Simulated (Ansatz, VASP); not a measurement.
# HfN: VASP beside Ansatz

Contents of INCAR:

```
ALGO = Normal ; EDIFF = 1E-6
ENCUT = 520 ; GGA = PS
ISIF = 2 ; ISMEAR = -1
LASPH = True ; LCHARG = True
LELF = True ; LREAL = False
LVHAR = True ; LWAVE = False
NBANDS = 14 ; NELM = 100
PREC = Accurate ; SIGMA = 0.05
```

KPOINTS

```
k-points
0
Gamma
  9 9 9
```

File POSCAR:

```
HfN
1.0
   -0.0490964400      2.4548220000      2.4548220000
    2.4548220000     -0.0490964400      2.4548220000
    2.4057255600      2.4057255600      0.0000000000
Hf N
1 1
Direct
    0.0000000000      0.0000000000      0.0000000000
    0.2500000000      0.2500000000      0.2500000000
```

Contents of input.yaml:

```yaml
crystal:
  lattice:
    - [-0.04909644, 2.454822, 2.454822]
    - [2.454822, -0.04909644, 2.454822]
    - [2.40572556, 2.40572556, 0.0]
  atoms:
    - { symbol: Hf, position: [0.0, 0.0, 0.0] }
    - { symbol: "N", position: [0.25, 0.25, 0.25] }
kpoints:
  mp_grid: { grid: [9, 9, 9] }
  band_path:
    path:
      - [0.0, 0.0, 0.0]
      - [-0.37005, -0.37005, -0.7401]
      - [-0.49, -0.2501, -0.7401]
      - [-0.5, 0.0, -0.5]
      - [-0.25, 0.25, -0.5]
      - [0.0, 0.0, -0.5]
      - [0.37005, 0.37005, -0.2599]
      - [0.5, 0.5, 0.0]
    npoints: 10
scf:
  occupations: { method: fermi_dirac, width: 0.05 }
hamiltonian:
  xc: pbesol
  pseudopotentials: { kind: all_electron, lapw: { basis_error: 0.001 } }
output:
  forces: true
  stress: true
  eigenvalues: true
```

Change from the starting cell: strain_shear_xy = -0.04.

Alike in both runs: functional PBEsol; k mesh 9 × 9 × 9; occupations fermi-dirac, width 0.05 eV; no spin polarisation.

|  | VASP | Ansatz |
| --- | --- | --- |
| version | VASP 6.6.1 | Ansatz 0.2.0 |
| potentials or method | VASP PAW PBE potentials, release 64 (Hf_pv, N) | all-electron LAPW, scalar-relativistic |
| plane-wave cutoff (eV) | 520 | see its input |
| task | single point | band structure |

|  | VASP | Ansatz | Ansatz less VASP |
| --- | --- | --- | --- |
| gap on the k mesh at the Fermi level (eV) | none | none | - |
| pressure (GPa) | -5.5 | -4.7 | +0.89 |
| largest component of the traceless stress (GPa) | 5.59 | 5.58 | -0.010 |
| rms of the force components (eV/Å) | 0.226 | 0.227 | +0.0011 |

Atom by atom the forces differ by 0.001 eV/Å (rms over components). A gap of «none» marks a metal or a gap that the smearing closes. Ansatz ran all-electron here, so the differences hold the error of VASP's frozen core and of both bases.

Caveats: the PAW data sets were made with another functional, which shifts forces and pressure a little (VASP); spin-orbit coupling is left out, which moves the levels of the heavy elements (Ansatz). Spin-orbit coupling is left out, which matters for the levels of Hf.
